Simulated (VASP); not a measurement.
Set up this calculation in VASP 6.6.1, as the native input.

* Task: band structure
* Functional: PBE
* Potentials or basis: VASP PAW PBE potentials, release 64 (Pt)
* Cutoff: 520 eV
* k mesh: 7 × 7 × 1
* Occupations: fermi-dirac, width 0.05 eV
* Spin: no spin polarisation
* Dipole correction: yes
* Further INCAR settings: ALGO = Normal; EDIFF = 1e-06; NBANDS = 11

Sheet: Pt, a sheet with vacuum.

```xyz
1
Lattice="2.5231 0.0000 0.0000 0.0000 2.5231 0.0000 0.0000 0.0000 23.8000" Properties=species:S:1:pos:R:3 pbc="T T T"
Pt    0.0000    0.0000    7.0001
```

The cell was built by a generator and needn't be a form met in nature.

These files were run (other wordings do the same):

POSCAR

```
Pt
1.0
    2.5230800000      0.0000000000      0.0000000000
    0.0000000000      2.5230800000      0.0000000000
    0.0000000000      0.0000000000     23.8000000000
Pt
1
Direct
    0.0000000000      0.0000000000      0.2941200000
```

INCAR.step1

```
ALGO = Normal
DIPOL = 0.5 0.5 0.294
EDIFF = 1E-6
ENCUT = 520
GGA = PE
IDIPOL = 3
ISIF = 2
ISMEAR = -1
LASPH = T
LCHARG = T
LDIPOL = T
LMAXMIX = 4
LREAL = F
LWAVE = F
NBANDS = 11
NELM = 60
PREC = Accurate
SIGMA = 0.05
```

KPOINTS.step1

```
k-points
0
Gamma
  7 7 1
```

INCAR.step2

```
ALGO = Normal
DIPOL = 0.5 0.5 0.294
EDIFF = 1E-6
ENCUT = 520
GGA = PE
ICHARG = 11
IDIPOL = 3
ISIF = 2
ISMEAR = 0
LASPH = T
LCHARG = F
LDIPOL = T
LMAXMIX = 4
LREAL = F
LWAVE = F
NBANDS = 11
NELM = 60
PREC = Accurate
SIGMA = 0.05
```

KPOINTS.step2

```
path GXMGZRAZ,XR,MA
10
line-mode
reciprocal
 0.0000000000  0.0000000000  0.0000000000  G
 0.0000000000  0.5000000000  0.0000000000  X

 0.0000000000  0.5000000000  0.0000000000  X
 0.5000000000  0.5000000000  0.0000000000  M

 0.5000000000  0.5000000000  0.0000000000  M
 0.0000000000  0.0000000000  0.0000000000  G

 0.0000000000  0.0000000000  0.0000000000  G
 0.0000000000  0.0000000000  0.5000000000  Z

 0.0000000000  0.0000000000  0.5000000000  Z
 0.0000000000  0.5000000000  0.5000000000  R

 0.0000000000  0.5000000000  0.5000000000  R
 0.5000000000  0.5000000000  0.5000000000  A

 0.5000000000  0.5000000000  0.5000000000  A
 0.0000000000  0.0000000000  0.5000000000  Z

 0.0000000000  0.5000000000  0.0000000000  X
 0.0000000000  0.5000000000  0.5000000000  R

 0.5000000000  0.5000000000  0.0000000000  M
 0.5000000000  0.5000000000  0.5000000000  A
```

Potentials or basis: VASP PAW PBE potentials, release 64 (Pt).

Launch:

```bash
$ cat potpaw_PBE.64/Pt/POTCAR > POTCAR
$ cp INCAR.step1 INCAR
$ cp KPOINTS.step1 KPOINTS
$ mpirun -np 1 vasp_std > vasp.out
$ cp INCAR.step2 INCAR
$ cp KPOINTS.step2 KPOINTS
$ mpirun -np 1 vasp_std > vasp.out
```

It gave:

The band gap along the path is none (metal or under the smearing width).

Caveat: the log is that of the step along the path at fixed density, whose energy, stress, charges and moments have no meaning; spin-orbit coupling is left out, which moves the levels of the heavy elements.

Wall time 67 s on 1 thread of AMD EPYC 7R13 Processor (Zen 3), on a shared host, peak memory 0.3 GiB.
